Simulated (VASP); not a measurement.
## Ba: single point with BLYP

The system is Ba.

```xyz
1
Lattice="0.0000 3.2266 3.2266 3.2266 0.0000 3.2266 3.2266 3.2266 0.0000" Properties=species:S:1:pos:R:3 pbc="T T T"
Ba    0.0000    0.0000    0.0000
```

This isn't the form of Ba at room conditions, which is bcc.

```
Program             : VASP 6.6.1
Task                : single point
Functional          : BLYP
Potentials or basis : VASP PAW PBE potentials, release 64 (Ba_sv)
Cutoff              : 520 eV
k mesh              : 14 × 14 × 14
Occupations         : fermi-dirac, width 0.1 eV
Spin                : no spin polarisation
```

```
Pressure               : 0.1 GPa
Band gap on the k mesh : none (metal or under the smearing width)
```

Levels at points of the mesh, in eV from the Fermi level:
```
           k point  band 2  band 3  band 4  band 5  band 6  band 7  band 8  band 9
(0.00, 0.00, 0.00)  -14.11  -14.11  -14.11   -2.68    1.58    1.58    1.58    2.97
(0.50, 0.00, 0.00)  -14.48  -14.16  -14.16   -0.93    1.04    1.46    1.46    4.05
(0.50, 0.50, 0.00)  -14.45  -14.24  -14.24   -0.75   -0.16    1.98    4.05    4.38
```

Run time: 2.2 min on 1 thread of Intel(R) Xeon(R) Platinum 8375C CPU @ 2.90GHz (Ice Lake), on a shared host, peak memory 0.24 GiB.

Caveat: the PAW data sets were made with another functional, which shifts forces and pressure a little. Spin-orbit coupling is left out, which matters for the levels of Ba.
